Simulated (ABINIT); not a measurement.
An input for ABINIT 10.8.3 (RbBr (Fm-3m)):

```
acell 3*1.0 Angstrom
rprim 
  0.000000000000 3.427000000000 3.427000000000
  3.427000000000 0.000000000000 3.427000000000
  3.427000000000 3.427000000000 -0.000000000000
ntypat 2
znucl 37 35
natom 2
typat 1 2
xred 
  0.000000000000 0.000000000000 0.000000000000
  0.500000000000 0.500000000000 0.500000000000
pp_dirpath "pseudos"
pseudos "Rb.upf, Br.upf"
ecut 19
ngkpt 4 4 4
nshiftk 1
shiftk 0 0 0
kptopt 1
chksymbreak 0
istwfk *1
occopt 1
irdwfk 1
optdriver 4
nband 61
gwcalctyp 10
ecutsigx 19
symsigma 1
nkptgw 8
kptgw 
  0.0000000000 0.0000000000 0.0000000000
  0.2500000000 0.0000000000 0.0000000000
  0.5000000000 0.0000000000 0.0000000000
  0.2500000000 0.2500000000 0.0000000000
  0.5000000000 0.2500000000 0.0000000000
  -0.2500000000 0.2500000000 0.0000000000
  0.5000000000 0.5000000000 0.0000000000
  -0.2500000000 0.5000000000 0.2500000000
bdgw 
  1 15
  1 15
  1 15
  1 15
  1 15
  1 15
  1 15
  1 15
ecuteps 3.9
irdscr 1
ppmodel 1
indata_prefix "in"
outdata_prefix "out"
tmpdata_prefix "tmp"
```

The database entry behind the starting cell differs from later determinations by our own check (about 0.5 % short), so it need not match the best structure at ambient conditions.

```sh
OMP_NUM_THREADS=1 mpirun -n 4 abinit run.abi > log
```

Q: How long will it take on 4 MPI ranks of Arm Neoverse V2, shared host, and how much memory?

It took 51 s; on shared hardware allow 26 s to 1.7 min. Peak host memory was 0.89 GiB.

[Paths, hosts, dates, memory and timing lines, banners, echoed tables and standing remarks are left out of the program output.]

[Logs are printed without paths, hosts, clocks, repeated set-up lines and the standing remarks that a program may print on its own settings, such as how far it seeks lower states.]

[Runs of the session that timed out or met a known fault of the program may be left out.]

[No measured gap is set beside runs whose start may be inverted or whose files or cutoffs have a known fault.]

[Hosts, paths, dates, database ids (printed as entryN), source tags and the programs' standing remarks are cut or masked in the printed files.]

[G0W0 gaps are taken among the corrected bands and points alone; a level outside them can change the order at an edge.]

[Where Ansatz stands beside ABINIT at settings called matched, ABINIT's density can come from a denser mesh and the files from another edition; pairs whose starting gaps differed by over 0.03 eV were left out, so agreement reads better than it is.]
